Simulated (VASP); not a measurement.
The system is BaO.

```
Ba O
1.0
     0.00000    2.75000    2.75000
     2.75000    0.00000    2.75000
     2.75000    2.75000    0.00000
Ba O
1 1
Cartesian
  0.0000 0.0000 0.0000
  2.7500 2.7500 2.7500
```

- Program: VASP 6.6.1
- Task: relaxation of cell and atoms
- Functional: PBE
- Potentials or basis: VASP PAW PBE potentials, release 64 (Ba_sv, O)
- Cutoff: 600 eV
- k mesh: 8 × 8 × 8
- Occupations: gaussian, width 0.03 eV
- Spin: no spin polarisation

At the start: pressure 4.8 GPa; volume 20.80 Å³/atom.

Question: How do energy, volume and symmetry change on relaxing?

Answer: Over 3 steps the energy falls by 18.6 meV/atom and the volume is 22.11 Å³/atom (+6.3 %); space group Fm-3m (No. 225, to 0.05 Å).

Step by step:
```csv
step,energy change (eV),largest force (eV/Å),pressure (GPa),volume (Å³)
1,0.0000,0.0000,4.80,41.59
2,-0.0302,0.0000,-1.75,45.46
3,-0.0371,0.0000,0.01,44.22
```

Final structure:
```
CELL_PARAMETERS angstrom
0.00000 2.80666 2.80666
2.80666 0.00000 2.80666
2.80666 2.80666 0.00000
ATOMIC_POSITIONS crystal
Ba 0.00000 0.00000 0.00000
O 0.50000 0.50000 0.50000
```
